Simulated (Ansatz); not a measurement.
The system is Re.

```xyz
2
Lattice="2.7608 0.0000 0.0000 -1.3804 2.3909 0.0000 0.0000 0.0000 4.4582" Properties=species:S:1:pos:R:3 pbc="T T T"
Re    1.3804    0.7970    3.3436
Re    0.0000    1.5939    1.1145
```

Base run:

| Property | Result |
| --- | --- |
| Program | Ansatz 0.2.0 |
| Functional | LDA |
| Potentials or basis | Ansatz PAW |
| Cutoff | 420 eV (not typed: the program's choice for these potentials) |
| k mesh | 8 × 8 × 5 |
| Occupations | fermi-dirac, width 0.05 eV |
| Spin | spin-orbit coupling, no magnetisation |

Its results: band gap on the k mesh none (metal or under the smearing width); pressure -9.4 GPa.

Q: The run is repeated on the same cell with these changes: functional from LDA to PBEsol. What comes out?

A: Band gap on the k mesh none (metal or under the smearing width); pressure -3.6 GPa.

PBEsol binds less tightly than LDA, so the same cell stands under more pressure.

Caveats: the PAW data sets come from PBE, with cores solved anew for the run's functional, which leaves a small shift of forces and pressure.
